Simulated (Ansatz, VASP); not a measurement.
**One calculation of Al2O, two programs**

```
Al O
1.0
     0.00000    2.84571    2.84571
     2.84571    0.00000    2.84571
     2.84571    2.84571    0.00000
Al O
2 1
Direct
  0.25000 0.25000 0.25000
  0.75000 0.75000 0.75000
  0.00000 0.00000 0.00000
```

Alike in both runs: functional PBE; k mesh 7 × 7 × 7; occupations gaussian, width 0.15 eV; no spin polarisation.

Ansatz relaxed the structure, and its values are those at the end. VASP's run is a single point on that final structure, the one shown.

```csv
,VASP,Ansatz
version,VASP 6.6.1,Ansatz 0.2.0
potentials or method,"VASP PAW PBE potentials, release 64 (Al, O)","plane waves, PAW"
plane-wave cutoff (eV),520,420
valence electrons in the cell,12,12
```

|  | VASP | Ansatz | Ansatz less VASP |
| --- | --- | --- | --- |
| gap on the k mesh at the Fermi level (eV) | none | none | - |
| pressure (GPa) | -0.1 | 0.0 | +0.07 |

A gap of «none» marks a metal or a gap that the smearing closes. The functional is the same, so the differences come from potentials, cutoffs and numerics.
